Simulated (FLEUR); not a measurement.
# Nb in FLEUR: single point with PBE

Aim: the single point of Nb with PBE.

Everything below comes from runs of FLEUR MaX-R8.1 (later development tree). Logs are shortened: lines on timing, memory, paths and dates and some standing lists are left out, and cuts for length are marked.

### Step 1. The undisturbed slab

The cell holds a slab with vacuum, 6 atoms: a = 2.991 Å, b = 2.991 Å, c = 25.575 Å, α = 90.00°, β = 90.00°, γ = 90.00°.

### Step 2. Single point, PBE (the (1 0 0) slab of Nb, cut from the database cell, not relaxed)

inp.xml

```xml
<?xml version="1.0" encoding="UTF-8" standalone="no"?>
<fleurInput fleurInputVersion="0.39">
   <comment>
      Nb                                                                                                  
   </comment>
   <calculationSetup>
      <cutoffs Kmax="4.1" Gmax="12.7" GmaxXC="12.7" numbands="0"/>
      <scfLoop itmax="90" minDistance="0.0001" maxIterBroyd="40" imix="Anderson" alpha="0.05" precondParam="0.0" spinf="2.0" sdNocoIR="T"/>
      <coreElectrons ctail="T" frcor="F" kcrel="0" coretail_lmax="0"/>
      <xcFunctional name="pbe" relativisticCorrections="F"/>
      <magnetism jspins="1"/>
      <soc l_soc="F" theta="0.0" phi="0.0" spav="F"/>
      <expertModes spex="0" secvar="F"/>
      <geometryOptimization l_f="T" forcealpha="1.0" forcemix="BFGS" epsdisp="0.0005" epsforce="0.0002"/>
      <ldaU l_linMix="F" mixParam="0.05" spinf="1.0"/>
   </calculationSetup>
   <cell>
      <bzIntegration valenceElectrons="78.0" mode="hist" fermiSmearingEnergy="0.00183747">
         <kPointListSelection listName="default-1"/>
         <!-- k-points included here -->
         <xi:include xmlns:xi="http://www.w3.org/2001/XInclude" href="kpts.xml"> </xi:include>
      </bzIntegration>
      <!-- symmetry operations included here -->
      <xi:include xmlns:xi="http://www.w3.org/2001/XInclude" href="sym.xml"> </xi:include>
      <filmLattice scale="1.0" dVac="25.88" dTilda="28.38">
         <bravaisMatrixFilm>
            <row-1>    5.6522874053007595     0.0000000000000000</row-1>
            <row-2>    0.0000000000000000     5.6522874053007595</row-2>
         </bravaisMatrixFilm>
         <vacuumEnergyParameters vacuum="1" spinUp="-.25" spinDown="-.25"/>
      </filmLattice>
   </cell>
   <atomSpecies>
      <species name="Niobium (Nb)" element="Nb" atomicNumber="41">
         <mtSphere radius="2.55" gridPoints="843" logIncrement="0.015"/>
         <atomicCutoffs lmax="10" lnonsphr="10"/>
         <electronConfig flipSpins="F">
            <coreConfig>(1s1/2) (2s1/2) (2p1/2) (2p3/2) (3s1/2) (3p1/2) (3p3/2) (3d3/2) (3d5/2)</coreConfig>
            <valenceConfig>(4s1/2) (4p1/2) (4p3/2) (5s1/2) (4d3/2) (4d5/2)</valenceConfig>
            <stateOccupation state="(5s1/2)" spinUp="0.500000" spinDown="0.500000"/>
            <stateOccupation state="(4d3/2)" spinUp="0.800000" spinDown="0.800000"/>
            <stateOccupation state="(4d5/2)" spinUp="1.200000" spinDown="1.200000"/>
         </electronConfig>
         <energyParameters s="5" p="5" d="4" f="4"/>
         <lo type="SCLO" l="0" n="4" eDeriv="0"/>
         <lo type="SCLO" l="1" n="4" eDeriv="0"/>
         <lo type="SCLO" l="1" n="4" eDeriv="1"/>
         <lo type="SCLO" l="2" n="4" eDeriv="2"/>
         <lo type="SCLO" l="3" n="4" eDeriv="2"/>
      </species>
   </atomSpecies>
   <atomGroups>
      <atomGroup species="Niobium (Nb)">
         <filmPos label="                   1">1.000/4.000 1.000/4.000 -9.9919268598</filmPos>
         <filmPos label="                   6">-1.000/4.000 -1.000/4.000 9.9919269081</filmPos>
         <force calculate="T" relaxXYZ="TTT"/>
      </atomGroup>
      <atomGroup species="Niobium (Nb)">
         <filmPos label="                   2">-1.000/4.000 -1.000/4.000 -5.9951561062</filmPos>
         <filmPos label="                   5">1.000/4.000 1.000/4.000 5.9951561545</filmPos>
         <force calculate="T" relaxXYZ="TTT"/>
      </atomGroup>
      <atomGroup species="Niobium (Nb)">
         <filmPos label="                   3">1.000/4.000 1.000/4.000 -1.9983853526</filmPos>
         <filmPos label="                   4">-1.000/4.000 -1.000/4.000 1.9983854010</filmPos>
         <force calculate="T" relaxXYZ="TTT"/>
      </atomGroup>
   </atomGroups>
   <output dos="F" band="F" slice="F">
      <checks vchk="F" cdinf="F"/>
      <bandDOS minEnergy="-.5*Htr" maxEnergy="0.5*Htr" sigma="0.015" storeEVData="T"/>
      <vacuumDOS vacdos="F" integ="F" star="F" nstars="0" locx1="0.0" locy1="0.0" locx2="0.0" locy2="0.0" nstm="0" tworkf="0.0"/>
      <unfoldingBand unfoldBand="F" supercellX="1" supercellY="1" supercellZ="1"/>
      <plotting iplot="0" polar="F">
         <plot TwoD="T" vec1="  1.0  0.0  0.0" vec2="  0.0  1.0  0.0" vec3="  0.0  0.0  1.0" zero="  0.0  0.0 -0.5" file="plot"/>
      </plotting>
      <chargeDensitySlicing numkpt="0" minEigenval="0.0" maxEigenval="0.0" nnne="0" pallst="F"/>
      <specialOutput eonly="F"/>
      <moessbauerParams electricFieldGradient="T" isomerShift="T" coreHyperfine="T" valenceHyperfine="T"/>
      <magneticCircularDichroism mcd="F" energyLo="-10.0" energyUp="0.0"/>
   </output>
  <!-- We include the file relax.xml here to enable relaxations (see documentation) -->
  <xi:include xmlns:xi="http://www.w3.org/2001/XInclude" href="relax.xml"> <xi:fallback/> </xi:include>
</fleurInput>
```

slab.txt

```
Nb
&input film=T /
2.9910616844  0.0000000000  0.0000000000
0.0000000000  2.9910616844  0.0000000000
0.0000000000  0.0000000000  25.5750000000
1.8897261246
1.0 1.0 1.0

6
41 0.5000000000  0.5000000000  -9.9919268598
41 0.0000000000  0.0000000000  -5.9951561062
41 0.5000000000  0.5000000000  -1.9983853526
41 0.0000000000  0.0000000000  1.9983854010
41 0.5000000000  0.5000000000  5.9951561545
41 0.0000000000  0.0000000000  9.9919269081

&kpt div1=9 div2=9 div3=1 gamma=T /
```

Potentials or basis: all-electron, FLAPW.

Command:

```bash
$ inpgen -f crystal.txt -profile fastHighL
$ # inp.xml edited to the form shown
$ mpirun -n 4 fleur_MPI -pe_per_kpt 1
```

Log:

```text
Welcome to FLEUR        (www.flapw.de)
      MaX-Release 8.1          (www.max-centre.eu)

 ========== k-point set info ==========
 Selected k-point list: default-1
 k-point list type: mesh
 9 x 9 x 1
 Number of k points: 15

 ------------Calculation Setup---------------------------
 Number of MPI-tasks      :            4
 Number of PE/node        :            4
 Number of OMP-threads    :            1
 Using exactly            1  PE per kpt
 k-points in parallel     :            4
 Using exactly            1  PE per kpt
 Using exactly            1  PE per kpt
 pe's per k-point         :            1
 No of k-point loops      :            3
 Info/Warning             : your k-point parallelism is not fully load-balanced
 Using exactly            1  PE per kpt
 Eigenvalue solver        :       lapack
 Number of basis functions:         1272
 Approximate size of matrices (H+S) per k-point:         0.024 GB
 --------------------------------------------------------
 Iteration:     1   Distance:      16.49180547 me/bohr^3
 Iteration:     2   Distance:      23.04614925 me/bohr^3
 Iteration:     3   Distance:      11.32971197 me/bohr^3
 Iteration:     4   Distance:      10.50631789 me/bohr^3
 Iteration:     5   Distance:       9.26640947 me/bohr^3
 Iteration:     6   Distance:       4.12267996 me/bohr^3
 Iteration:     7   Distance:       4.14972728 me/bohr^3
 Iteration:     8   Distance:       4.12050764 me/bohr^3
 Iteration:     9   Distance:       1.88225945 me/bohr^3
 Iteration:    10   Distance:       1.37024098 me/bohr^3
[... 4 lines left out ...]
 Iteration:    15   Distance:       0.04674993 me/bohr^3
 Iteration:    16   Distance:       0.03717721 me/bohr^3
 Iteration:    17   Distance:       0.00971866 me/bohr^3
 Iteration:    18   Distance:       0.00639893 me/bohr^3
 Iteration:    19   Distance:       0.00187753 me/bohr^3
 Iteration:    20   Distance:       0.00154998 me/bohr^3
 Iteration:    21   Distance:       0.00070984 me/bohr^3
 Iteration:    22   Distance:       0.00024280 me/bohr^3
 Iteration:    23   Distance:       0.00020022 me/bohr^3
 Iteration:    24   Distance:       0.00002510 me/bohr^3

 Reset of history

 ********************************************************************
 Run finished successfully
 Stop message:
   Structural relaxation: new displacements generated
 ********************************************************************
```

Wall time 2.1 min (4 MPI ranks of Arm Neoverse V2, shared host).

What came out:

```yaml
Free_energy: -623758.1487 eV
Largest_force: 0.637 eV/Å
Band_gap_on_the_k_mesh: none (metal or under the smearing width)
Valence_electrons_inside_the_program's_atomic_spheres: Nb 10.96, 11.06, 11.09 (radii Nb 2.55 bohr)
Work_function_of_the_upper_face: 4.35 eV
Work_function_of_the_lower_face: 4.35 eV
```

Forces in eV/Å, atoms in the order of the input:
```
Nb   0.000  0.000  0.465
Nb   0.000  0.000 -0.637
Nb   0.000  0.000  0.334
Nb   0.000  0.000 -0.334
Nb   0.000  0.000  0.637
Nb   0.000  0.000 -0.465
```

Core levels (eV from the Fermi level):
```
atom                                                                                                                             levels
1 Nb  1s1/2 -18796.7, 2s1/2 -2626.0, 2p1/2 -2409.6, 2p3/2 -2313.8, 3s1/2 -435.5, 3p1/2 -354.0, 3p3/2 -338.5, 3d3/2 -194.7, 3d5/2 -191.8
2 Nb  1s1/2 -18796.3, 2s1/2 -2625.7, 2p1/2 -2409.3, 2p3/2 -2313.5, 3s1/2 -435.2, 3p1/2 -353.7, 3p3/2 -338.2, 3d3/2 -194.4, 3d5/2 -191.5
3 Nb  1s1/2 -18796.2, 2s1/2 -2625.6, 2p1/2 -2409.2, 2p3/2 -2313.4, 3s1/2 -435.1, 3p1/2 -353.6, 3p3/2 -338.1, 3d3/2 -194.3, 3d5/2 -191.4
4 Nb  1s1/2 -18796.2, 2s1/2 -2625.6, 2p1/2 -2409.2, 2p3/2 -2313.4, 3s1/2 -435.1, 3p1/2 -353.6, 3p3/2 -338.1, 3d3/2 -194.3, 3d5/2 -191.4
5 Nb  1s1/2 -18796.3, 2s1/2 -2625.7, 2p1/2 -2409.3, 2p3/2 -2313.5, 3s1/2 -435.2, 3p1/2 -353.7, 3p3/2 -338.2, 3d3/2 -194.4, 3d5/2 -191.5
6 Nb  1s1/2 -18796.7, 2s1/2 -2626.0, 2p1/2 -2409.6, 2p3/2 -2313.8, 3s1/2 -435.5, 3p1/2 -354.0, 3p3/2 -338.5, 3d3/2 -194.7, 3d5/2 -191.8
```
